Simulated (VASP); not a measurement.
The system is CsPbCl3.

```xyz
5
Lattice="5.6050 0.0000 0.0000 0.0000 5.6050 0.0000 0.0000 0.0000 5.6050" Properties=species:S:1:pos:R:3 pbc="T T T"
Pb    2.8025    2.8025    2.8025
Cs    0.0000    0.0000    0.0000
Cl    2.8025    0.0000    2.8025
Cl    0.0000    2.8025    2.8025
Cl    2.8025    2.8025    0.0000
```

Base run:

```yaml
Program: VASP 6.6.1
Functional: HSE03
Potentials_or_basis: VASP PAW PBE potentials, release 64 (Pb_d, Cs_sv, Cl)
Cutoff: 520 eV
k_mesh: 4 × 4 × 4
Occupations: gaussian, width 0.02 eV
Spin: no spin polarisation
```

Its results: band gap on the k mesh 2.43 eV, direct; pressure 1.4 GPa.

**Question.** The run is repeated on the same cell with these changes: functional from HSE03 to HSE06. What comes out?

**Answer.** Band gap on the k mesh 2.62 eV, direct; pressure 1.4 GPa.

Caveats: the PAW data sets were made with another functional, which shifts forces and pressure a little; spin-orbit coupling is left out, which as a rule narrows the gap of such compounds by several tenths of an eV.
